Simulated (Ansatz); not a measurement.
Consider the isomerisation: `CC(C)CO` → tert-butanol.

Computed with Ansatz on PBE0-D4/def2-TZVP structures; ΔE is electronic, products minus reactants. CCSD(T)/CBS adds triple-zeta CCSD(T) − MP2 to the extrapolated MP2 energy (def2 sets, frozen cores). DFT in def2-TZVPP. B3LYP here is the variant with VWN-RPA as its local correlation; programs differ in this. One conformer a species, not always the lowest.

```csv
level,ΔE (kcal/mol),difference from CCSD(T)/CBS
r2SCAN-D4,-6.3,-0.2
PBE0-D4,-5.3,0.8
ωB97X-V,-5.8,0.3
ωB97M-V,-6.0,0.1
B2PLYP,-5.5,0.6
PBE,-4.9,1.2
r2SCAN,-6.2,-0.1
PBE0,-5.0,1.1
B3LYP,-5.0,1.1
HF/def2-TZVPP,-5.0,1.1
SCS-MP2/def2-TZVPP,-5.8,0.3
CCSD(T)/def2-TZVPP,-5.9,0.2
MP2/def2-QZVPP,-6.4,-0.3
SCS-MP2/def2-QZVPP,-6.0,0.1
HF/CBS(def2),-5.0,1.1
MP2/CBS(def2),-6.5,-0.4
CCSD(T)/CBS,-6.1,0
```

Largest T1 diagnostic among the species: 0.009.

In def2-TZVPP, CCSD(T) changes the Hartree–Fock value by −0.9 kcal/mol (the triples alone add −0.2 kcal/mol) and MP2 by −1.2 kcal/mol.

CCSD(T)/CBS has its own doubt, a few kJ/mol and more with outer-core shells, so smaller differences from it don't rank the levels.
